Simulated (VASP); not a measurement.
Crystal: TiSi2.

```
CELL_PARAMETERS angstrom
0.00000 4.11752 4.26290
2.38951 0.00000 4.26290
2.38951 4.11752 0.00000
ATOMIC_POSITIONS crystal
Ti 0.75000 0.75000 0.75000
Ti 0.50000 0.50000 0.50000
Si 0.41257 0.08743 0.41257
Si 0.08743 0.41257 0.08743
Si 0.16257 0.83743 0.16257
Si 0.83743 0.16257 0.83743
```

The cell is a database's computed one.

* Program: VASP 6.6.1
* Task: relaxation of cell and atoms
* Functional: LDA
* Potentials or basis: VASP PAW LDA potentials, release 64 (Ti_sv, Si)
* Cutoff: 600 eV
* k mesh: 5 × 5 × 5
* Occupations: tetrahedron
* Spin: no spin polarisation

At the start: pressure -5.0 GPa; volume 13.98 Å³/atom.

How do energy, volume and symmetry change on relaxing?

Over 8 steps the energy falls by 7.7 meV/atom and the volume is 13.51 Å³/atom (-3.4 %); space group Fddd (No. 70, to 0.05 Å).

Step by step:
| step | energy change (eV) | largest force (eV/Å) | pressure (GPa) | volume (Å³) |
| --- | --- | --- | --- | --- |
| 1 | 0.0000 | 0.0815 | -4.95 | 83.88 |
| 2 | -0.0065 | 0.0987 | 5.09 | 78.74 |
| 3 | -0.0435 | 0.0916 | -0.06 | 81.17 |
| 4 | -0.0435 | 0.0918 | 0.06 | 81.10 |
| 5 | -0.0463 | 0.0592 | 0.03 | 81.02 |
| 6 | -0.0463 | 0.0593 | 0.03 | 81.02 |
| 7 | -0.0466 | 0.0342 | 0.02 | 81.03 |
| 8 | -0.0463 | 0.0034 | 0.00 | 81.05 |

Final structure:
```xyz
6
Lattice="0.0000 4.0560 4.2241 2.3653 0.0000 4.2241 2.3653 4.0560 0.0000" Properties=species:S:1:pos:R:3 pbc="T T T"
Ti    3.5480    6.0840    6.3361
Ti    2.3653    4.0560    4.2241
Si    1.1827    3.3609    2.1120
Si    1.1827    0.6950    2.1120
Si    2.3653    1.3330    4.2241
Si    2.3653    6.7790    4.2241
```

Caveat: tetrahedron occupations give inexact forces and stress in metals.
